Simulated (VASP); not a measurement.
# Te2Pt (Moncheite) (P-3m1) in VASP: further runs, part 2 of 2

VASP 6.6.1. Earlier steps stand in the parts before.

### Step 4. Relaxation of cell and atoms, PBE+D3(BJ) (cell and atoms relaxed tightly for response)

INCAR

```
SYSTEM = Te2Pt
ALGO     = Fast           ! electronic algorithm
EDIFF    = 1E-7           ! SCF threshold, eV
EDIFFG   = -0.001         ! ionic threshold
ENCUT    = 600            ! plane-wave cutoff, eV
GGA      = PE             ! functional
IBRION   = 2              ! ionic algorithm
ISIF     = 3              ! what is computed and relaxed
ISMEAR   = -1             ! smearing method
IVDW     = 12             ! dispersion correction
LASPH    = .True.         ! aspherical terms in the spheres
LCHARG   = .False.        ! write CHGCAR
LREAL    = .False.        ! projectors in reciprocal space
LWAVE    = .False.        ! write WAVECAR
NELM     = 100            ! most SCF steps
NSW      = 80             ! ionic steps
PREC     = Accurate       ! precision mode
SIGMA    = 0.15           ! smearing width, eV
```

KPOINTS

```
k-points
0
Gamma
  12 12 8
  0 0 0
```

POSCAR

```
Te2Pt
1.0
    4.0520213427      0.0000000000      0.0000000000
   -2.0260106713      3.5091534195      0.0000000000
    0.0000000000      0.0000000000      5.0939376496
Te Pt
2 1
Direct
    0.3333333333      0.6666666667      0.2671490266
    0.6666666667      0.3333333333      0.7328509734
    0.0000000000      0.0000000000      0.0000000000
```

Potentials or basis: VASP PAW PBE potentials, release 64 (Te, Pt).

The run is started by

```sh
$ cat potpaw_PBE.64/Te/POTCAR potpaw_PBE.64/Pt/POTCAR > POTCAR
$ mpirun -np 1 vasp_std > vasp.out
```

OUTCAR:

```text
SYSTEM = Te2Pt
   EDIFF = 1E-7
   EDIFFG = -0.001
   ENCUT = 600
   GGA = PE
   IBRION = 2
   ISIF = 3
   ISMEAR = -1
   IVDW = 12
   LASPH = .True.
   LREAL = .False.
   NELM = 100
   NSW = 80
   PREC = Accurate
 IVDW          = 12

 ion  position               nearest neighbor table
   1  0.333  0.667  0.267-   3 2.71   3 2.71   3 2.71   2 3.33   2 3.33   2 3.33   2 3.59   2 3.59
                             2 3.59
   2  0.667  0.333  0.733-   3 2.71   3 2.71   3 2.71   1 3.33   1 3.33   1 3.33   1 3.59   1 3.59
                             1 3.59
   3  0.000  0.000  0.000-   1 2.71   2 2.71   2 2.71   1 2.71   2 2.71   1 2.71

  LATTYP: Found a hexagonal cell.
 ALAT       =     4.0520213427
 C/A-ratio  =     1.2571349504

  Lattice vectors:

 A1 = (   4.0520213427,   0.0000000000,   0.0000000000)
 A2 = (  -2.0260106713,   3.5091534195,   0.0000000000)
 A3 = (   0.0000000000,   0.0000000000,   5.0939376496)

Analysis of symmetry for initial positions (statically):
=====================================================================
 Subroutine PRICEL returns:
 Original cell was already a primitive cell.

 Routine SETGRP: Setting up the symmetry group for a
 hexagonal supercell.

 Subroutine GETGRP returns: Found 12 space group operations
 (whereof 12 operations were pure point group operations)
 out of a pool of 24 trial point group operations.

The static configuration has the point symmetry D_3d.

Analysis of symmetry for dynamics (positions and initial velocities):
=====================================================================
 Subroutine PRICEL returns:
[... 163 lines left out ...]
------------------------ aborting loop because EDIFF is reached ----------------------------------------

 Edisp (eV)   -1.69810

 E8    (eV) :    -0.7794
[... 237 lines left out ...]
--------------------------------------- Ionic step        7  -------------------------------------------

 number of electron      21.9999998 magnetization

 Free energy of the ion-electron system (eV)
  ---------------------------------------------------
  ext. energy  EPLUGINS =         0.00000000
  ---------------------------------------------------
  free energy    TOTEN  =       -13.56046398 eV

  energy without entropy =      -13.47307177  energy(sigma->0) =      -13.51676788

 E-fermi :   8.8139     XC(G=0): -10.6270

 val. band max:        8.8125328420   @ k =   0.0000   0.2500   0.2500
 cond. band min:       8.8383408030   @ k =  -0.0833   0.2500   0.3750
 fundamental gap:      0.0258079610
 Fermi energy:         8.8138999635

 k-point     1 :       0.0000    0.0000    0.0000
  band No.  band energies     occupation
      1      -5.2288      2.00000
      2      -1.6139      2.00000
      3       2.1105      2.00000
      4       3.2207      2.00000
      5       3.2207      2.00000
      6       5.1789      2.00000
      7       5.1789      2.00000
      8       6.2177      2.00000
      9       8.3887      1.88905
     10       8.3887      1.88905
     11       9.6423      0.00796
     12       9.6423      0.00796
     13      10.4727      0.00003
     14      11.4784      0.00000
[... 401 lines left out ...]
      2      -1.9973      2.00000
      3       2.4839      2.00000
      4       3.3349      2.00000
      5       3.7147      2.00000
      6       4.6997      2.00000
      7       5.0836      2.00000
      8       5.7829      2.00000
      9       6.9800      1.99999
     10       7.9131      1.99508
     11       9.2056      0.13685
     12       9.7203      0.00474
     13      10.2652      0.00013
     14      12.6892      0.00000
     15      13.2749      0.00000

 [... further k-points ...]

------------------------ aborting loop because EDIFF is reached ----------------------------------------

 Edisp (eV)   -1.70009

 E8    (eV) :    -0.7803
[... 26 lines left out ...]
  FREE ENERGIE OF THE ION-ELECTRON SYSTEM (eV)
  ---------------------------------------------------
  free  energy   TOTEN  =       -15.2605564057 eV

  energy  without entropy=      -15.1731641990  energy(sigma->0) =      -15.21686030

 reached required accuracy - stopping structural energy minimisation
```

OSZICAR:

```text
N       E                     dE             d eps       ncg     rms          rms(c)
DAV:   1     0.118621305870E+03    0.11862E+03   -0.10317E+04  3938   0.141E+03
DAV:   2    -0.899942505536E+01   -0.12762E+03   -0.12461E+03  5024   0.229E+02
DAV:   3    -0.138573517799E+02   -0.48579E+01   -0.48146E+01  4882   0.474E+01
[... 53 lines left out ...]
DAV:   1    -0.135604693173E+02    0.62923E-04   -0.39052E-04  4126   0.142E-01    0.111E-02
RMM:   2    -0.135604650916E+02    0.42256E-05   -0.96971E-06  3930   0.188E-02    0.608E-03
RMM:   3    -0.135604641178E+02    0.97382E-06   -0.33055E-06  3935   0.118E-02    0.305E-03
RMM:   4    -0.135604640034E+02    0.11438E-06   -0.84777E-07  3556   0.549E-03    0.215E-03
RMM:   5    -0.135604639812E+02    0.22245E-07   -0.10775E-07  2427   0.219E-03
   7 F= -.15260556E+02 E0= -.15216860E+02  d E =-.113028E-04
```

It took 4.2 min on 1 thread of Intel Xeon 6975P-C (Granite Rapids), shared host; peak memory 0.36 GiB.

What came out:

- Free energy: -15.2606 eV
- Relaxed volume: 24.12 Å³/atom
- Relaxed cell: a = 4.049 Å, b = 4.049 Å, c = 5.095 Å, α = 90.00°, β = 90.00°, γ = 120.00°
- Space group after relaxing (to 0.05 Å): P-3m1 (No. 164)
- Energy gained by relaxing: 0.0 meV/atom
- Ionic steps: 7
- Pressure after relaxing: 0.0 GPa
- Band gap on the k mesh: none (metal or under the smearing width)
- Dispersion energy per atom: -0.567 eV

Final structure:
```cif
data_structure
_symmetry_space_group_name_H-M 'P 1'
_symmetry_Int_Tables_number 1
_cell_length_a 4.0491
_cell_length_b 4.0491
_cell_length_c 5.0955
_cell_angle_alpha 90.000
_cell_angle_beta 90.000
_cell_angle_gamma 120.000
_cell_volume 72.35
loop_
_atom_site_label
_atom_site_type_symbol
_atom_site_fract_x
_atom_site_fract_y
_atom_site_fract_z
_atom_site_occupancy
Te1 Te 0.33333 0.66667 0.26730 1
Te2 Te 0.66667 0.33333 0.73270 1
Pt1 Pt 0.00000 0.00000 0.00000 1
```

Levels at points of the mesh, in eV from the Fermi level:
```
           k point  band 9  band 10  band 11  band 12  band 13  band 14
(0.00, 0.00, 0.00)   -0.43    -0.43     0.83     0.83     1.66     2.66
(0.50, 0.00, 0.00)   -3.28    -3.19    -2.81     0.14     2.72     4.04
(0.00, 0.00, 0.50)   -1.32    -1.29    -1.29     2.30     2.30     4.28
(0.50, 0.00, 0.50)   -3.13    -2.19    -0.62     0.27     1.43     4.49
```

Caveat: pairwise dispersion overbinds metals, which lowers pressure and volume.

### Step 5. The runs side by side

| task | cell | k mesh | cutoff (eV) | smearing | gap on the mesh (eV) | pressure (GPa) | largest force (eV/Å) |
| --- | --- | --- | --- | --- | --- | --- | --- |
| single point | as given | 6 × 6 × 4 | 520 | gaussian 0.1 eV | none | 4.6 | 1.07 |
| single point | cell and atoms relaxed tightly for response | 12 × 12 × 8 | 520 | fermi-dirac 0.15 eV | none | -0.2 | 0.01 |
| relaxation of cell and atoms | relaxed from: cell and atoms relaxed tightly for response | 12 × 12 × 8 | 600 | fermi-dirac 0.15 eV | none | 0.0 | - |

Alike in all rows: level PBE+D3(BJ); potentials or basis VASP PAW PBE potentials, release 64 (Te, Pt); no spin polarisation.

Caveats: pairwise dispersion overbinds metals, which lowers pressure and volume; forces of over 1 eV/Å show positions far from the minimum, so gaps and moduli don't describe the material at rest (some runs).

Total energies depend on the potentials used, so only differences within one code and one set of settings carry meaning.
